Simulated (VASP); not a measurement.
Runs of VASP 6.6.1 on S. Symmetry: R-3, No. 148, trigonal system. Conventional cell: a = 10.818 Å, b = 10.818 Å, c = 4.280 Å, α = 90.00°, β = 90.00°, γ = 120.00°. Around S (site symmetry 1) lie 2 S at 2.06 Å. This isn't the form of S at room conditions, which is orthorhombic, of S8 rings.

| task | level | potentials or basis | cell | cutoff (eV) | smearing | gap on the mesh (eV) | pressure (GPa) | largest force (eV/Å) |
| --- | --- | --- | --- | --- | --- | --- | --- | --- |
| single point | PBEsol+D3(BJ) | VASP PAW PBE potentials, release 64 (S_GW) | as given | 550 | gaussian 0.05 eV | 2.05 | -0.6 | 0.33 |
| single point | RPBE | VASP PAW PBE potentials, release 64 (S) | as given | 500 | gaussian 0.05 eV | 2.28 | (c) | 0.29 |
| density of states | PBEsol+D4 | VASP PAW PBE potentials, release 64 (S_h) | volume scaled by 0.92 | 900 | gaussian 0.05 eV | 2.26 | 5.4 | (b) |
| Born charges and dielectric tensor | LDA | VASP PAW LDA potentials, release 64 (S) | as given | 520 | fermi-dirac 0.05 eV | (a) | - | - |
| electrostatic potential | vdW-DF2 | VASP PAW PBE potentials, release 64 (S) | as given | 520 | fermi-dirac 0.05 eV | 2.17 | 5.3 | 1.09 |

Alike in all rows: no spin polarisation; k mesh 7 × 7 × 7.

Estimate the missing entries.

(a) 2.01; (b) 1.58; (c) 4.1.

Caveats: an odd mesh through Γ misses points on the zone boundary, where band edges often lie; the PAW data sets were made with another functional, which shifts forces and pressure a little (some runs).
